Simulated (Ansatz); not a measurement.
# MgO: the cost of one run

Method: DFT PBEsol, scalar-relativistic, plane waves, PAW, in Ansatz 0.2.0.

### Step 1. The system as given

The structure is hexagonal, space group P6_3mc (No. 186). The conventional cell has a = 3.308 Å, b = 3.308 Å, c = 4.983 Å, α = 90.00°, β = 90.00°, γ = 120.00°. Around Mg (site symmetry 3m) lie 4 O at 1.97 to 1.99 Å. O (site symmetry 3m) has 4 Mg at 1.97 to 1.99 Å as nearest neighbours.

Structure file:

```
Mg O
1.0
     3.30779    0.00000    0.00000
    -1.65389    2.86463    0.00000
     0.00000    0.00000    4.98288
Mg O
2 2
Direct
  0.33333 0.66667 0.00216
  0.66667 0.33333 0.50216
  0.33333 0.66667 0.40244
  0.66667 0.33333 0.90244
```

It goes back to an entry of the Materials Project, which need not be the stable form.

The cell is taken as given, not relaxed at this level.

### Step 2. The scan: one atom moved over a plane

Atom 3 (O) is moved by p along (0.707, 0.707, 0.000) and q along (0.000, 0.000, 1.000) (Å), all else fixed; its images in the other cells move with it. Points alike by symmetry are run once.

### Step 3. Point p = -0.600, q = -0.600

The input, input.yaml:

```yaml
crystal:
  lattice:
    - [3.3077869865, 0.0, 0.0]
    - [-1.6538934933, 2.8646275606, 0.0]
    - [0.0, 0.0, 4.98288167]
  atoms:
    - { symbol: Mg, position: [0.3333333333, 0.6666666667, 0.00215974] }
    - { symbol: Mg, position: [0.6666666667, 0.3333333333, 0.50215974] }
    - { symbol: O, position: [0.131018902, 0.5185622239, 0.2820280087] }
    - { symbol: O, position: [0.6666666667, 0.3333333333, 0.90244026] }
basis:
  ecutwfc: 420
kpoints:
  mp_grid: { grid: [9, 9, 6] }
hamiltonian:
  xc: pbesol
scf:
  occupations: { method: gaussian, width: 0.05 }
output:
  forces: true
  stress: true
  eigenvalues: true
```

**Question.** How long does this run take on 1 thread of an x86-64 CPU, shared host, and how much memory does it need?

About 6 s, with a peak of 0.53 GiB.
